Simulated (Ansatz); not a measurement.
# Sn (hcp type): the cost of one run

Program: Ansatz 0.2.0. Level of theory: DFT PBE, with the methods named in each step. These are calculated values, not measurements.

2 further runs of the same task are left out: 2 that didn't finish.

## (1) The structure to begin with

The structure is hexagonal, space group P6_3/mmc (No. 194). Conventional cell: a = 3.433 Å, b = 3.433 Å, c = 5.432 Å, α = 90.00°, β = 90.00°, γ = 120.00°. Sn (site symmetry -6m2) has 12 Sn at 3.36 to 3.43 Å as nearest neighbours.

As a file:

```xyz
2
Lattice="3.4332 0.0000 0.0000 -1.7166 2.9732 0.0000 0.0000 0.0000 5.4324" Properties=species:S:1:pos:R:3 pbc="T T T"
Sn    0.0000    1.9821    1.3581
Sn    1.7166    0.9911    4.0743
```

Whether this phase is the stable one at these pressures isn't tested.

Atoms are numbered in the order of the input: Sn1, Sn2.

## (2) The reference volume, LAPW

File input.yaml:

```yaml
crystal:
  lattice:
    - [3.4331719196, 0.0, 0.0]
    - [-1.7165859598, 2.9732140979, 0.0]
    - [0.0, 0.0, 5.4323907356]
  atoms:
    - { symbol: Sn, position: [0.3333333333, 0.6666666667, 0.25] }
    - { symbol: Sn, position: [0.6666666667, 0.3333333333, 0.75] }
kpoints:
  mp_grid: { grid: [13, 13, 7] }
  band_path:
    path:
      - [0.0, 0.0, 0.0]
      - [0.5, 0.0, 0.0]
      - [0.3333333333, 0.3333333333, 0.0]
      - [0.0, 0.0, 0.0]
      - [0.0, 0.0, 0.5]
      - [0.5, 0.0, 0.5]
      - [0.3333333333, 0.3333333333, 0.5]
      - [0.0, 0.0, 0.5]
      - [0.5, 0.0, 0.5]
    npoints: 14
scf:
  occupations: { method: fermi_dirac, width: 0.05 }
hamiltonian:
  xc: pbe
  pseudopotentials: { kind: all_electron, lapw: { basis_error: 0.001 } }
output:
  forces: true
  stress: true
  eigenvalues: true
  populations: true
  dos: { projected: true, de: 0.2, e_range: [-14, 8] }
```

The run is started by

```
> ansatz run input.yaml --threads 1 --pin off --max-ram 2048MiB --backend cpu --events-out ev --progress --plain --runs-dir out
```

**Question.** How long does this run take on 1 thread of Intel Xeon Platinum 8259CL at 2.50GHz (Skylake/Cascade Lake), shared host, and how much memory does it need?

About 23 s, with a peak of 0.42 GiB.
